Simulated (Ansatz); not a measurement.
## WGe2N4 monolayer in a perpendicular field

Aim: how the WGe2N4 monolayer screens a field along its normal, and what the field does to its bands. A positive field points along +c.

Calculated with Ansatz 0.2.0; plane-wave DFT, PBE-D3(BJ), Ansatz PAW.

**1. The starting structure**

The cell holds 7 atoms: 4 N, 2 Ge and 1 W. Cell: a = 3.020 Å, b = 3.020 Å, c = 45.765 Å, α = 90.0°, β = 90.0°, γ = 120.0°. Vacuum lies along c.

Structure file:

```cif
data_structure
_symmetry_space_group_name_H-M 'P 1'
_symmetry_Int_Tables_number 1
_cell_length_a 3.0200
_cell_length_b 3.0200
_cell_length_c 45.7645
_cell_angle_alpha 90.000
_cell_angle_beta 90.000
_cell_angle_gamma 120.000
_cell_volume 361.47
loop_
_atom_site_label
_atom_site_type_symbol
_atom_site_fract_x
_atom_site_fract_y
_atom_site_fract_z
_atom_site_occupancy
N1 N 0.00000 0.00000 0.41954 1
Ge2 Ge 0.33333 0.66667 0.43238 1
N3 N 0.33333 0.66667 0.47259 1
W4 W 0.00000 0.00000 0.50000 1
N5 N 0.33333 0.66667 0.52741 1
Ge6 Ge 0.33333 0.66667 0.56762 1
N7 N 0.00000 0.00000 0.58046 1
```

**2. Relaxation**

The starting cell is a guess, so the in-plane lattice and the atoms are relaxed first, with the slab cut off from its images along the normal.

input.yaml reads:

```yaml
crystal:
  lattice:
    - [3.02, 0.0, 0.0]
    - [-1.51, 2.6153967194, 0.0]
    - [0.0, 0.0, 45.7645285836]
  atoms:
    - { symbol: "N", position: [0.0, 0.0, 0.4195389004] }
    - { symbol: Ge, position: [0.3333333333, 0.6666666667, 0.4323821251] }
    - { symbol: "N", position: [0.3333333333, 0.6666666667, 0.4725879364] }
    - { symbol: W, position: [0.0, 0.0, 0.5] }
    - { symbol: "N", position: [0.3333333333, 0.6666666667, 0.5274120636] }
    - { symbol: Ge, position: [0.3333333333, 0.6666666667, 0.5676178749] }
    - { symbol: "N", position: [0.0, 0.0, 0.5804610996] }
  periodic: [true, true, false]
kpoints:
  mp_grid: { grid: [12, 12, 1] }
hamiltonian:
  xc: pbe
  dispersion: d3bj
scf:
  occupations: { method: fermi_dirac, width: 0.05 }
  convergence: { dr2_threshold: 1.0e-09 }
relax:
  f_tol: 0.004
  max_steps: 90
  cell: {}
output:
  write_potential: true
  write_density: true
  volumetric_format: npy
```

On the command line:

```bash
ansatz run input.yaml --threads 2 --pin off --max-ram 3072MiB --backend cpu --events-out ev --progress --plain --runs-dir out
```

Numbers of over 12 decimals in the logs are rounded to 6 here.

Output:

```text
Warning: relax.cell: scf.convergence.dr2_threshold = 1e-9 eV is looser than the 2.32151794471e-10 eV advised for a relaxation that steers and ends on the stress (1e-10 eV for each atom of the cell: 7, times the square of relax.cell.stress_2d_tol = 0.05 N/m over 17.4 Å (the atoms' height at the walk's start and 5 Å past either face), 2.879e-2 GPa, over a crystal's default 0.05). What an SCF threshold leaves in a stress goes as its square root, and in the free energy as the threshold itself, and one threshold admits the most on a small cell: [figures from the program's tests cut] Set scf.convergence.dr2_threshold to 2.32151794471e-10 eV or tighter. [rest of the remark cut]
Engine: ansatz 0.2.0, aarch64-unknown-linux-gnu
Pseudopotentials: kind: paw
Pseudopotential: N, paw, valence charge 5, recommended cutoff 420 eV (normal), N.paw.azcp
Pseudopotential: Ge, paw, valence charge 14, recommended cutoff 420 eV (normal), Ge.paw.azcp
Pseudopotential: W, paw, valence charge 14, recommended cutoff 420 eV (normal), W.paw.azcp
Functional definition: PBE
  parameter kappa = 0.804
  parameter beta = 0.066725
  exchange = pbe_x(kappa = kappa, mu = beta*pi^2/3)
  correlation = pbe_c(beta = beta)
Crystal: 7 atoms, lattice volume = 361.471 Å³
Basis set: ecut = 420 eV, 6921 PW (Γ), exchange–correlation on 48×48×640 points (8 copies of the dense FFT grid, shifted against one another)
Bands: 38, of which v1, the nominal top of the filled ones, is band 31 counted from 1 (30 counted from 0)
Symmetry: 12 space group operations
Space group: P-6m2 (ITA 187), of the structure as read, at distance tolerance 7.1e-5 Å
k-points: 19 of 144 (time reversal used)
Non-local potential: N, projectors of the file, l = 0: 2, l = 1: 2, l = 2: 1
Non-local potential: Ge, projectors of the file, l = 0: 2, l = 1: 2, l = 2: 3, l = 3: 1
Non-local potential: W, projectors of the file, l = 0: 3, l = 1: 2, l = 2: 2, l = 3: 1
PAW form: soft (Blöchl's): semilocal exchange-correlation on the pseudo side does not see the compensation charge
PAW one-centre angular grid: N, 110 points (default); XC on 64 Gauss nodes
PAW one-centre angular grid: Ge, 590 points (default); XC on 64 Gauss nodes
PAW one-centre angular grid: W, 590 points (default); XC on 64 Gauss nodes
Initial density: superposition of atomic densities (neutral atoms: chi_scale 0, normalization atom), corrected by the library's trained network
Initial wavefunctions: pseudopotential atomic-orbital guess
Functional: x = pbe(κ = 0.804, μ = 0.219515), c = pbe(β = 0.066725)
SCF iter   1: F=—  HF=-20513.803940 eV  |F-HF|=—  |Δ(HF+E_count)|=         —  Δρ=2.59e-3  dr2=2.75e-2  ethr=1.77e-3  ⟨swp⟩=14.7  Hψ=5131  notcnv=0  defer=1
preconditioner: auto → Resta (q_TF=auto, 2.034 Å⁻¹)  ε∞=1.6  [insulator: Δε(μ)=1.711 eV  Ē_g=18.093 eV  σ=0.050 eV  W_gap=1.00  n_scr=28 (ndim 8)  ℏωp=14.4 eV  f_vac=0.768  D(μ)=0.00/eV (n_scr^D=0)  ε∞_Penn≈1.6  vacuum switching on, ρ_ref=2.4e-2 e/Å³]
SCF iter   2: F=—  HF=-20513.806317 eV  |F-HF|=—  |Δ(HF+E_count)|=   2.38e-3  Δρ=1.85e-3  dr2=1.48e-2  ethr=4.44e-5  ⟨swp⟩=4.5  Hψ=2291  notcnv=0  defer=33
SCF iter   3: F=—  HF=-20513.804776 eV  |F-HF|=—  |Δ(HF+E_count)|=   1.54e-3  Δρ=9.49e-4  dr2=1.73e-3  ethr=2.39e-5  ⟨swp⟩=2.8  Hψ=1149  notcnv=0  defer=33
SCF iter   4: F=—  HF=-20513.805813 eV  |F-HF|=—  |Δ(HF+E_count)|=   1.04e-3  Δρ=3.42e-4  dr2=4.65e-4  ethr=2.79e-6  ⟨swp⟩=3.9  Hψ=1714  notcnv=0  defer=33
SCF iter   5: F=—  HF=-20513.805842 eV  |F-HF|=—  |Δ(HF+E_count)|=   2.95e-5  Δρ=1.06e-4  dr2=1.74e-5  ethr=7.50e-7  ⟨swp⟩=3.2  Hψ=1359  notcnv=0  defer=33
SCF iter   6: F=—  HF=-20513.805891 eV  |F-HF|=—  |Δ(HF+E_count)|=   4.88e-5  Δρ=4.74e-5  dr2=3.92e-6  ethr=2.81e-8  ⟨swp⟩=3.6  Hψ=1744  notcnv=0  defer=33
SCF iter   7: F=—  HF=-20513.805957 eV  |F-HF|=—  |Δ(HF+E_count)|=   6.65e-5  Δρ=1.77e-5  dr2=4.46e-7  ethr=6.32e-9  ⟨swp⟩=3.4  Hψ=1598  notcnv=0  defer=33
SCF iter   8: F=—  HF=-20513.805958 eV  |F-HF|=—  |Δ(HF+E_count)|=   6.95e-7  Δρ=3.63e-6  dr2=3.36e-8  ethr=7.19e-10  ⟨swp⟩=3.4  Hψ=1538  notcnv=0  defer=33
SCF iter   9: F=—  HF=-20513.805958 eV  |F-HF|=—  |Δ(HF+E_count)|=   6.56e-8  Δρ=1.18e-6  dr2=2.27e-9  ethr=5.42e-11  ⟨swp⟩=3.3  Hψ=1518  notcnv=0  defer=33
SCF iter  10: F=-20513.805958 eV  HF=-20513.805958 eV  |F-HF|=7.64e-10  |Δ(HF+E_count)|=   2.96e-8  Δρ=2.43e-7  dr2=1.04e-10  ethr=1.61e-12  ⟨swp⟩=14.0  Hψ=6455  notcnv=0
SCF 1 converged in 10 iterations: F = -20513.805958 eV  dr2 = 1.04e-10
  greatest PAW one-centre occupation: 1.000 electrons in one spin orbital (limit 2), on the W atom at site 3 (counted from 0), in its partial waves of l = 0
relax step   1: F+E_penalty+E_count = -20513.80595829 eV  Δ(F+E_penalty+E_count) = +0.000e0 eV  max|allowed force component| = 1.573e0 eV/Å  Δτ_max = 0.0000 Å  P = -4.715 N/m  Ω = 361.471 Å³  fix = [c, alpha, beta]  reactions: c -0.000 N/m  (10 SCF iters, accepted)
Crystal: 7 atoms, lattice volume = 355.782 Å³
Basis set: ecut = 420 eV, 6741 PW (Γ), exchange–correlation on 48×48×640 points (8 copies of the dense FFT grid, shifted against one another)
Initial density: handed on by an earlier stage of this run
Initial wavefunctions: those handed on with the density
iter 1 solved again at ethr=8.49e-5 eV; its pass at ethr=3.10e-3 eV (dr2=5.26e-2 eV) is discarded
SCF iter   1: F=—  HF=-20513.906561 eV  |F-HF|=—  |Δ(HF+E_count)|=         —  Δρ=3.19e-3  dr2=5.27e-2  ethr=8.49e-5  ⟨swp⟩=3.4  Hψ=5452  notcnv=0  defer=1
preconditioner: auto → Resta (q_TF=auto, 2.039 Å⁻¹)  ε∞=1.6  [insulator: Δε(μ)=1.458 eV  Ē_g=18.215 eV  σ=0.050 eV  W_gap=1.00  n_scr=28 (ndim 8)  ℏωp=14.5 eV  f_vac=0.769  D(μ)=0.00/eV (n_scr^D=0)  ε∞_Penn≈1.6  vacuum switching on, ρ_ref=2.4e-2 e/Å³]
SCF iter   2: F=—  HF=-20513.891640 eV  |F-HF|=—  |Δ(HF+E_count)|=   1.49e-2  Δρ=1.29e-3  dr2=7.39e-3  ethr=8.49e-5  ⟨swp⟩=3.5  Hψ=1189  notcnv=0  defer=1
SCF iter   3: F=—  HF=-20513.891188 eV  |F-HF|=—  |Δ(HF+E_count)|=   4.51e-4  Δρ=8.80e-4  dr2=3.81e-3  ethr=1.19e-5  ⟨swp⟩=3.8  Hψ=1612  notcnv=0
SCF iter   4: F=—  HF=-20513.890627 eV  |F-HF|=—  |Δ(HF+E_count)|=   5.61e-4  Δρ=3.65e-4  dr2=2.76e-4  ethr=6.14e-6  ⟨swp⟩=2.8  Hψ=1248  notcnv=0  defer=9
SCF iter   5: F=—  HF=-20513.890608 eV  |F-HF|=—  |Δ(HF+E_count)|=   1.95e-5  Δρ=1.55e-4  dr2=6.67e-5  ethr=4.46e-7  ⟨swp⟩=4.3  Hψ=1679  notcnv=0  defer=9
SCF iter   6: F=—  HF=-20513.890581 eV  |F-HF|=—  |Δ(HF+E_count)|=   2.63e-5  Δρ=4.78e-5  dr2=7.79e-6  ethr=1.08e-7  ⟨swp⟩=3.5  Hψ=1427  notcnv=0  defer=9
SCF iter   7: F=—  HF=-20513.890585 eV  |F-HF|=—  |Δ(HF+E_count)|=   3.38e-6  Δρ=1.77e-5  dr2=6.05e-7  ethr=1.26e-8  ⟨swp⟩=3.4  Hψ=1444  notcnv=0  defer=9
[...]
SCF iter   9: F=—  HF=-20513.901102 eV  |F-HF|=—  |Δ(HF+E_count)|=   5.04e-8  Δρ=1.16e-6  dr2=3.59e-9  ethr=8.24e-11  ⟨swp⟩=3.2  Hψ=1540  notcnv=0  defer=6
SCF iter  10: F=-20513.901102 eV  HF=-20513.901102 eV  |F-HF|=2.47e-10  |Δ(HF+E_count)|=  7.71e-10  Δρ=3.29e-7  dr2=2.94e-10  ethr=1.61e-12  ⟨swp⟩=14.5  Hψ=6740  notcnv=0
SCF 3 converged in 10 iterations: F = -20513.901102 eV  dr2 = 2.94e-10
relax step   3: F+E_penalty+E_count = -20513.90110235 eV  Δ(F+E_penalty+E_count) = -1.045e-2 eV  max|allowed force component| = 9.545e-2 eV/Å  Δτ_max = 0.0428 Å  P = +0.895 N/m  Ω = 354.983 Å³  energy of the carried Pulay correction = +4.408e-3 eV  fix = [c, alpha, beta]  reactions: c +0.000 N/m  (10 SCF iters, accepted)
[...]
relax step   4: F+E_penalty+E_count = -20513.90161006 eV  Δ(F+E_penalty+E_count) = -5.077e-4 eV  max|allowed force component| = 1.758e-2 eV/Å  Δτ_max = 0.0084 Å  P = -0.061 N/m  Ω = 356.269 Å³  energy of the carried Pulay correction = +3.528e-3 eV  fix = [c, alpha, beta]  reactions: c -0.000 N/m  (9 SCF iters, accepted)
[...]
relax step   5: F+E_penalty+E_count = -20513.90170880 eV  Δ(F+E_penalty+E_count) = -9.874e-5 eV  max|allowed force component| = 5.961e-3 eV/Å  Δτ_max = 0.0006 Å  P = +0.022 N/m  Ω = 356.152 Å³  energy of the carried Pulay correction = +3.608e-3 eV  fix = [c, alpha, beta]  reactions: c +0.000 N/m  (6 SCF iters, accepted)
[...]
relax step   6: F+E_penalty+E_count = -20513.90170723 eV  Δ(F+E_penalty+E_count) = +1.570e-6 eV  max|allowed force component| = 3.453e-4 eV/Å  Δτ_max = 0.0003 Å  P = +0.002 N/m  Ω = 356.156 Å³  energy of the carried Pulay correction = +3.605e-3 eV  fix = [c, alpha, beta]  reactions: c +0.000 N/m  (6 SCF iters, accepted)
[...]
relax step   7: F+E_penalty+E_count = -20513.89830397 eV  Δ(F+E_penalty+E_count) = +3.403e-3 eV  max|allowed force component| = 3.105e-4 eV/Å  Δτ_max = 0.0000 Å  P = -0.075 N/m  Ω = 356.156 Å³  fix = [c, alpha, beta]  reactions: c -0.000 N/m  stress off target by 7.47e-2 N/m on what of the cell is left free  SCF on the basis re-selected at this cell (its energy is not comparable with the rows above)  (6 SCF iters)
[...]
relax step   8: F+E_penalty+E_count = -20513.89836473 eV  Δ(F+E_penalty+E_count) = -6.075e-5 eV  max|allowed force component| = 1.466e-4 eV/Å  Δτ_max = 0.0002 Å  P = -0.003 N/m  Ω = 356.074 Å³  energy of the carried Pulay correction = +5.645e-5 eV  fix = [c, alpha, beta]  reactions: c -0.000 N/m  (6 SCF iters, accepted)
iter 1 solved again at ethr=1.94e-7 eV; its pass at ethr=3.10e-3 eV (dr2=1.20e-4 eV) is discarded
SCF iter   1: F=—  HF=-20513.898209 eV  |F-HF|=—  |Δ(HF+E_count)|=         —  Δρ=9.78e-7  dr2=2.52e-9  ethr=1.94e-7  ⟨swp⟩=7.3  Hψ=9200  notcnv=0
eigensolver tolerance schedule: the retry pair's looser diagonalisation over-reported the residual by 47714.99 of it (diagonalisation noise at an unbounded share of the residual, at the tolerance the schedule requests for it); recorded, not acted on — ethr = c·dr2/N_el stays at c = 1.0e-1
SCF iter   2: F=—  HF=-20513.898320 eV  |F-HF|=—  |Δ(HF+E_count)|=   1.11e-4  Δρ=6.23e-7  dr2=4.08e-9  ethr=4.06e-12  ⟨swp⟩=8.2  Hψ=3801  notcnv=0
SCF iter   3: F=-20513.898320 eV  HF=-20513.898320 eV  |F-HF|=1.35e-10  |Δ(HF+E_count)|=  4.91e-10  Δρ=4.00e-7  dr2=3.35e-10  ethr=1.61e-12  ⟨swp⟩=18.7  Hψ=7594  notcnv=0
SCF 9 converged in 3 iterations: F = -20513.898320 eV  dr2 = 3.35e-10
relax step   9: F+E_penalty+E_count = -20513.89832009 eV  Δ(F+E_penalty+E_count) = +4.464e-5 eV  max|allowed force component| = 1.585e-4 eV/Å  Δτ_max = 0.0000 Å  P = -0.003 N/m  Ω = 356.074 Å³  fix = [c, alpha, beta]  reactions: c -0.000 N/m  stress off target by 3.33e-3 N/m on what of the cell is left free  SCF on the basis re-selected at this cell (its energy is not comparable with the rows above)  (3 SCF iters)
basis re-selected at this cell: Δ(F+E_penalty+E_count) = +4.464e-5 eV, ΔP = -0.001 N/m vs the last step (what re-selecting the basis moved, of the pressure what is left beyond the Pulay correction that the steps carried, after the strain that the cell walked since its last selection, with what the two solves' SCF thresholds leave and, on support functions, any second-order correction that the steps lacked; it is no m [...]
WARN: The output density's exchange-correlation potential varies sharply where the density is thin. Do not read a vacuum level from v_tot or v_xc, or from such a field of the output density. On a cell that repeats whose density bears no net charge and no dipole along the vacuum's axis use v_es (v_loc + v_h of the components); under efield.dipole_correction with no amplitude use v_es + v_field, which holds any externa [...]
SCF converged after 3 iterations
Free energy (F): -20513.898320 eV
Harris-Foulkes:  -20513.898320 eV  (|F-HF|=1.35e-10)
Internal energy: -20513.898320 eV  (E = F + TS)
E sigma→0 (E₀):  -20513.898320 eV
Fermi energy:    -4.641869 eV
--- Per-component energies (eV) ---
  E_band       = -1486.434085
  E_kinetic    = 1198.599972
  E_local      = -380805.187366  (includes V_loc(G=0)·N_el)
  E_nonlocal   = 1028.954637
  E_hartree    = 189302.723225
  E_xc         = -658.256593
  E_vxc        = -673.766187  (∫ρ·V_xc dr)
  E_paw        = -13119.202560  (= ΣΔE_a)
  E_vpaw       = -840.478121  (= ΣTr[D̂ρ^β])
  E_aug_tail   = 0.000967  (compensation charges beyond the density's cutoff)
  E_ewald      = 182540.166312
  E_disp       = -1.696914  (pairwise vdW)
  E_smearing   = -0.000000  (= −TS)
  E_closure    = 0.000000  (closes the sum)
  Σ components = -20513.898320   (vs F -20513.898320, Δ=0.00e0)
--- Forces (eV/Å), atoms counted from 1 ---
  atom   1  N     -0.00000000    -0.00000000     0.00004850
  atom   2  Ge    -0.00000000     0.00000000    -0.00014397
  atom   3  N      0.00000000    -0.00000000     0.00015852
  atom   4  W     -0.00000000    -0.00000000     0.00000000
  atom   5  N      0.00000000    -0.00000000    -0.00015852
  atom   6  Ge    -0.00000000     0.00000000     0.00014397
  atom   7  N      0.00000000    -0.00000000    -0.00004850
  max |Σ_I F_I| component: 6.29e-16 eV/Å
--- 2D stress c σ (N/m, compression-positive) ---
       -0.003326       0.000000       0.000000
        0.000000      -0.003326       0.000000
        0.000000       0.000000       0.000000
  P = ½ c Tr σ = -0.0033 N/m
--- Band table (eV; the first three rows and the last of 19) ---
  k-point 0: bands = [... 27 lower, -8.1378, -8.1378, -7.5834, -5.5512, -3.4468, -3.2494, -2.3718, -2.3718, ... 3 higher]
  k-point 1: bands = [... 27 lower, -8.4013, -8.2646, -7.4497, -5.4717, -3.4120, -3.1807, -2.3917, -2.0843, ... 3 higher]
  k-point 2: bands = [... 27 lower, -8.6742, -8.5896, -7.4990, -5.7907, -3.3746, -2.9204, -2.4275, -1.5457, ... 3 higher]
  k-point 18: bands = [... 27 lower, -9.4377, -8.0139, -7.4621, -5.9817, -3.8697, -1.7949, -1.7752, -0.8402, ... 3 higher]
  the weakly bound empty levels are not read free of the cell's end (no_gap_told)
--- Relaxed structure (7 steps of the walk, 7 accepted, 2 SCFs on fresh bases) ---
  F+E_penalty+E_count = -20513.89832009 eV   max|allowed force component| = 1.585e-4 eV/Å   (the final SCF, on the basis selected at the relaxed cell)
  cell:  # Å, volume = 356.0740 Å³
    - [2.997370, 0.0, 0.0]
    - [-1.498685, 2.595798, 0.0]
    - [0.0, 0.0, 45.7645285836]
  atoms:
    - { symbol: N, position: [1.0573552618555006e-17, -5.135725556199064e-17, 0.418360] }
    - { symbol: Ge, position: [0.333333, 0.666667, 0.432260] }
    - { symbol: N, position: [0.333333, 0.666667, 0.473281] }
    - { symbol: W, position: [1.0573552618554987e-17, -5.135725556199064e-17, 0.5] }
    - { symbol: N, position: [0.333333, 0.666667, 0.526719] }
    - { symbol: Ge, position: [0.333333, 0.666667, 0.567740] }
    - { symbol: N, position: [1.0573552618555e-17, -5.135725556199064e-17, 0.581640] }
```

The job ended after 1.8 min (2 threads of Arm Neoverse V2, shared host; peak memory 0.66 GiB; 3.5 min of CPU time).

Step by step:

| step | energy less that of the first step (eV) | largest force component (eV/Å) | volume (Å³) |
| --- | --- | --- | --- |
| 1 | 0.0000 | 1.5731 | 361.47 |
| 2 | -0.0847 | 0.2852 | 355.78 |
| 3 | -0.0951 | 0.0954 | 354.98 |
| 4 | -0.0957 | 0.0176 | 356.27 |
| 5 | -0.0958 | 0.0060 | 356.15 |
| 6 | -0.0957 | 0.0003 | 356.16 |
| 7* | -0.0923 | 0.0003 | 356.16 |
| 8 | -0.0924 | 0.0001 | 356.07 |
| 9* | -0.0924 | 0.0002 | 356.07 |

Relaxation steps marked * repeat the geometry before them on a plane-wave basis chosen anew for their cell, so energy and pressure can jump there.

Forces are held to the 12 operations that the run works with; a distortion that breaks them can't arise in this run.

| cell as run | before | after | change |
| --- | --- | --- | --- |
| a (Å) | 3.020 | 2.997 | -0.7 % |
| b (Å) | 3.020 | 2.997 | -0.7 % |

The atoms that moved most (Å, along periodic axes as changes of fractional coordinates times the final cell, across vacuum about the mean position):

| atom | dx | dy | dz | length |
| --- | --- | --- | --- | --- |
| N1 | 0.000 | 0.000 | -0.054 | 0.054 |
| N7 | 0.000 | 0.000 | 0.054 | 0.054 |
| N3 | 0.000 | 0.000 | 0.032 | 0.032 |
| N5 | 0.000 | 0.000 | -0.032 | 0.032 |
| Ge6 | 0.000 | 0.000 | 0.006 | 0.006 |
| Ge2 | 0.000 | 0.000 | -0.006 | 0.006 |

The relaxed structure:

```cif
data_structure
_symmetry_space_group_name_H-M 'P 1'
_symmetry_Int_Tables_number 1
_cell_length_a 2.9974
_cell_length_b 2.9974
_cell_length_c 45.7645
_cell_angle_alpha 90.000
_cell_angle_beta 90.000
_cell_angle_gamma 120.000
_cell_volume 356.07
loop_
_atom_site_label
_atom_site_type_symbol
_atom_site_fract_x
_atom_site_fract_y
_atom_site_fract_z
_atom_site_occupancy
N1 N 0.00000 0.00000 0.41836 1
Ge2 Ge 0.33333 0.66667 0.43226 1
N3 N 0.33333 0.66667 0.47328 1
W4 W 0.00000 0.00000 0.50000 1
N5 N 0.33333 0.66667 0.52672 1
Ge6 Ge 0.33333 0.66667 0.56774 1
N7 N 0.00000 0.00000 0.58164 1
```

The lattice constant a goes from 3.020 to 2.997 Å.

(Part 1 of 2 ends here.)

[Logs are printed without paths, hosts, clocks, repeated set-up lines and the standing remarks that a program may print on its own settings, such as how far it seeks lower states.]

[Hosts, paths, dates, database ids (printed as entryN), source tags and the programs' standing remarks are cut or masked in the printed files.]

[Maps of the electrostatic potential energy from Ansatz leave out the sawtooth potential of an applied field or a dipole correction, so their vacuum need not be flat; planar profiles and work functions include it.]
